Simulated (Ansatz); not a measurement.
# Rh: under pressure

The task here is to estimate one member of a computed series from the others.

This is Rh in the hcp structure; at room conditions it is fcc.

Computed with Ansatz 0.2.0 (DFT PBEsol, scalar-relativistic, plane waves, PAW, unless a step's input says otherwise).

## The structure to begin with

It takes space group P6_3/mmc (No. 194, hexagonal). Conventional cell: a = 2.689 Å, b = 2.689 Å, c = 4.329 Å, α = 90.00°, β = 90.00°, γ = 120.00°. Around Rh (site symmetry -6m2) lie 12 Rh at 2.66 to 2.69 Å.

As a file:

```
Rh
1.0
     2.68874    0.00000    0.00000
    -1.34437    2.32851    0.00000
     0.00000    0.00000    4.32902
Rh
2
Cartesian
  1.3444 0.7762 3.2468
  0.0000 1.5523 1.0823
```

It goes back to an entry of the Materials Project, which need not be the stable form.

It is the result of an earlier relaxation at this level (volume 13.55 Å³/atom; gap on the mesh: none (metal)).

The first run:

The input, input.yaml:

```yaml
crystal:
  lattice:
    - [2.697531927, 0.0, 0.0]
    - [-1.3487659635, 2.3361311763, 0.0]
    - [0.0, 0.0, 4.3431820577]
  atoms:
    - { symbol: Rh, position: [0.6666666667, 0.3333333333, 0.75] }
    - { symbol: Rh, position: [0.3333333333, 0.6666666667, 0.25] }
basis:
  ecutwfc: 420
kpoints:
  mp_grid: { grid: [18, 18, 10] }
hamiltonian:
  xc: pbesol
scf:
  occupations: { method: gaussian, width: 0.1 }
output:
  forces: true
  stress: true
  eigenvalues: true
  write_density: true
  write_potential: true
  elf: true
  volumetric_format: npy
relax:
  adjacent_minimum: "off"
  f_tol: 0.008
  max_steps: 50
  cell: { stress_tol: 0.08, p_target: -1.0 }
```

On the command line:

```console
$ ansatz run input.yaml --threads 1 --pin off --max-ram 2560MiB --backend cpu --events-out ev --progress --plain --runs-dir out
```

Steps of the session up to this table: Relaxing at -1 GPa; Relaxing at 1 GPa; 4 GPa; 12 GPa; 25 GPa; 50 GPa; Relaxing at 90 GPa.

One of the session's tables, all rows but one given; the rest of the session is left out.

It belongs to the step «Volume, cell and gap against pressure». Lengths are those of the vectors of the cell that was run:

| P (GPa) | V (Å³/atom) | a (Å) | b (Å) | c (Å) | ΔH (eV/atom) |
| --- | --- | --- | --- | --- | --- |
| -1 | 13.60 | 2.692 | 2.692 | 4.334 | -0.085 |
| 0 | 13.55 | 2.689 | 2.689 | 4.329 | 0.000 |
| 1 | 13.51 | 2.686 | 2.686 | 4.324 | 0.084 |
| 4 | 13.38 | 2.677 | 2.677 | 4.311 | 0.336 |
| 12 | 13.06 | 2.655 | 2.655 | 4.278 | 0.996 |
| 25 | 12.62 | 2.624 | 2.624 | 4.232 | 2.036 |
| 50 | ? | ? | ? | ? | ? |
| 90 | 11.20 | 2.520 | 2.520 | 4.074 | 6.838 |

Q: Estimate the row for P (GPa) = 50 from the others.

Worked estimate for «V (Å³/atom)». A straight line through the neighbours (25, 12.62) and (90, 11.20) gives 12.62 + (11.20 − 12.62) × (50 − 25) / (90 − 25) = 12.07; a parabola fitted to 3 rows on both sides gives 11.92.

The run gave: V (Å³/atom): 11.97; a (Å): 2.577; b (Å): 2.577; c (Å): 4.161; ΔH (eV/atom): 3.952. In «V (Å³/atom)» the line misses by +0.10 and the parabola by -0.05.

ΔH is E + PV over the energy at zero pressure; a, b and c are the vectors of the computed cell. 

To keep in mind: Other structures may take over in this range; these runs cannot find them.
